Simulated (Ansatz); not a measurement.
# SnSe (CsCl type): the cost of one run

Computed with Ansatz 0.2.0 (DFT PBE+D3(BJ), scalar-relativistic, plane waves, PAW, unless a step's input says otherwise).

### Step 1. The structure to begin with

Symmetry: Pm-3m, No. 221, cubic system. Conventional cell: a = 3.517 Å, b = 3.517 Å, c = 3.517 Å, α = 90.00°, β = 90.00°, γ = 90.00°. Sn (site symmetry m-3m) has 8 Se at 3.05 Å as nearest neighbours. Se (site symmetry m-3m) has 8 Sn at 3.05 Å as nearest neighbours.

Structure file:

```xyz
2
Lattice="3.5169 0.0000 0.0000 0.0000 3.5169 0.0000 0.0000 0.0000 3.5169" Properties=species:S:1:pos:R:3 pbc="T T T"
Sn    0.0000    0.0000    0.0000
Se    1.7584    1.7584    1.7584
```

### Step 2. Volume × 1.35

input.yaml reads:

```yaml
crystal:
  lattice:
    - [3.5168869895, 0.0, 0.0]
    - [0.0, 3.5168869895, 0.0]
    - [0.0, 0.0, 3.5168869895]
  atoms:
    - { symbol: Sn, position: [0.0, 0.0, 0.0] }
    - { symbol: Se, position: [0.5, 0.5, 0.5] }
scf:
  occupations: { method: gaussian, width: 0.1 }
output:
  forces: true
  stress: true
  eigenvalues: true
  write_density: true
  write_potential: true
  elf: true
  volumetric_format: npy
hamiltonian:
  xc: pbe
  dispersion: d3bj
basis:
  ecutwfc: 500
kpoints:
  mp_grid: { grid: [20, 20, 20] }
```

Launch:

```sh
$ ansatz run input.yaml --threads 1 --pin off --max-ram 2867MiB --backend cpu --events-out ev --progress --plain --runs-dir out
```

What time and memory should one allow on 1 thread of Intel Xeon at 2.30GHz, shared host?

About 15 s, with a peak of 0.56 GiB.
